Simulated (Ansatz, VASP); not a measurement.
AlN in VASP and in Ansatz

Contents of INCAR:

```
PREC = Accurate ; ENCUT = 520
EDIFF = 1E-8 ; ISMEAR = -1
SIGMA = 0.03 ; LREAL = F
LASPH = T ; NELM = 60
ALGO = Normal ; ISIF = 2
LWAVE = F ; LCHARG = F
GGA = PS ; LEFG = T
NBANDS = 16
```

KPOINTS

```
regular mesh
0
Gamma
  10 10 6
```

File POSCAR:

```
AlN
1.0
    3.1519410852      0.0000000000      0.0000000000
   -1.5759705426      2.7296610510      0.0000000000
    0.0000000000      0.0000000000      5.0435075122
Al N
2 2
Direct
    0.3333333333      0.6666666667      0.0000000000
    0.6666666667      0.3333333333      0.5000000000
    0.3333333333      0.6666666667      0.3850000000
    0.6666666667      0.3333333333      0.8850000000
```

Input for Ansatz:

```yaml
crystal:
  lattice:
    - [3.1519410852, 0.0, 0.0]
    - [-1.5759705426, 2.729661051, 0.0]
    - [0.0, 0.0, 5.0435075122]
  atoms:
    - { symbol: Al, position: [0.3333333333, 0.6666666667, 0.0] }
    - { symbol: Al, position: [0.6666666667, 0.3333333333, 0.5] }
    - { symbol: "N", position: [0.3333333333, 0.6666666667, 0.385] }
    - { symbol: "N", position: [0.6666666667, 0.3333333333, 0.885] }
kpoints:
  mp_grid: { grid: [10, 10, 6] }
scf:
  occupations: { method: fermi_dirac, width: 0.03 }
hamiltonian:
  xc: pbesol
  pseudopotentials: { kind: all_electron, datasets: crystal }
output:
  forces: true
  stress: true
  eigenvalues: true
  efg: { contact_densities: true }
```

Change from the starting cell: volume scaled by 1.04, crystal datasets.

Alike in both runs: task electric field gradients; functional PBEsol; k mesh 10 × 10 × 6; occupations fermi-dirac, width 0.03 eV; no spin polarisation.

|  | VASP | Ansatz |
| --- | --- | --- |
| version | VASP 6.6.1 | Ansatz 0.2.0 |
| potentials or method | VASP PAW PBE potentials, release 64 (Al, N) | all-electron PAW with datasets made for the crystal, scalar-relativistic |
| plane-wave cutoff (eV) | 520 | see its input |

|  | VASP | Ansatz | Ansatz less VASP |
| --- | --- | --- | --- |
| gap on the k mesh at the Fermi level (eV) | 3.75 | 3.75 | -0.005 |
| pressure (GPa) | -6.9 | -6.9 | -0.05 |
| largest component of the traceless stress (GPa) | 0.69 | 0.67 | -0.021 |
| rms of the force components (eV/Å) | 0.101 | 0.101 | -0.0005 |
| Vzz of the field gradient on the site that differs most (V/Å²) | 0.4 | 0.2 | -0.22 |

Atom by atom the forces differ by 0.000 eV/Å (rms over components). Ansatz ran all-electron here, so the differences hold the error of VASP's frozen core and of both bases.

Caveats: the PAW data sets were made with another functional, which shifts forces and pressure a little (VASP).
